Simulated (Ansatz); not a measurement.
Crystal: PbS.

```
Pb S
1.0
     3.65366    0.00000    0.00000
     0.00000    3.65366    0.00000
     0.00000    0.00000    3.65366
Pb S
1 1
Direct
  0.00000 0.00000 0.00000
  0.50000 0.50000 0.50000
```

Measurements of this composition are mostly on another form, of space group No. 225.

- Program: Ansatz 0.2.0
- Task: relaxation of cell and atoms
- Functional: PBEsol
- Potentials or basis: Ansatz PAW
- Cutoff: 420 eV (not typed: the program's choice for these potentials)
- k mesh: 7 × 7 × 7
- Occupations: fermi-dirac, width 0.05 eV
- Spin: no spin polarisation

At the start: volume 24.39 Å³/atom.

**Question.** Where does the relaxation end?

**Answer.** It ends after 5 steps and the volume is 22.81 Å³/atom (-6.5 %); space group Pm-3m (No. 221, to 0.05 Å).

Step by step:
```tsv
step	energy change (eV)	largest force (eV/Å)	volume (Å³)
1	0.0000	0.0000	48.77
2	-0.0360	0.0000	44.97
3	-0.0377	0.0000	45.73
4	-0.0378	0.0000	45.61
5	-0.0375	0.0000	45.61
```

Final structure:
```cif
data_structure
_symmetry_space_group_name_H-M 'P 1'
_symmetry_Int_Tables_number 1
_cell_length_a 3.5729
_cell_length_b 3.5729
_cell_length_c 3.5729
_cell_angle_alpha 90.000
_cell_angle_beta 90.000
_cell_angle_gamma 90.000
_cell_volume 45.61
loop_
_atom_site_label
_atom_site_type_symbol
_atom_site_fract_x
_atom_site_fract_y
_atom_site_fract_z
_atom_site_occupancy
Pb1 Pb 0.00000 0.00000 0.00000 1
S1 S 0.50000 0.50000 0.50000 1
```

Caveat: the plane-wave basis is chosen anew once the cell has moved, so the energies of steps on either side of that aren't comparable; the PAW data sets come from PBE, with cores solved anew for the run's functional, which leaves a small shift of forces and pressure.
